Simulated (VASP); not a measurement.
A run of VASP 6.6.1 is set up as follows.

Contents of INCAR:

```
SYSTEM = Hg
  ALGO = Normal
  EDIFF = 1E-7
  ENCUT = 520
  GGA = RP
  ISIF = 2
  ISMEAR = 0
  LASPH = .TRUE.
  LCHARG = .FALSE.
  LREAL = .FALSE.
  LWAVE = .FALSE.
  NBANDS = 19
  NELM = 60
  PREC = Accurate
  SIGMA = 0.05
```

Contents of KPOINTS:

```
k-points
0
G
  9 9 5
  0 0 0
```

File POSCAR:

```
Hg
1.0
    3.4618096384      0.0000000000      0.0000000000
   -1.7309048192      2.9980150899      0.0000000000
    0.0000000000      0.0000000000      5.4875482800
Hg
2
Cartesian
   -0.0000000002      1.9986767267      1.3718870700
    1.7309048194      0.9993383632      4.1156612100
```

Potentials or basis: VASP PAW PBE potentials, release 64 (Hg).

Run with:

```console
$ cat potpaw_PBE.64/Hg/POTCAR > POTCAR
$ mpirun -np 1 vasp_std > vasp.out
```

Question: Estimate the pressure.

Answer: 3.5 GPa.

Question: Predict the band gap on the k mesh.

Answer: None (metal or under the smearing width).

Stress tensor (GPa, compression positive):
```
3.42 0.00 0.00
0.00 3.42 0.00
0.00 0.00 3.65
```

Caveat: the PAW data sets were made with another functional, which shifts forces and pressure a little. The run has no spin-orbit coupling, so splittings on Hg are missing.
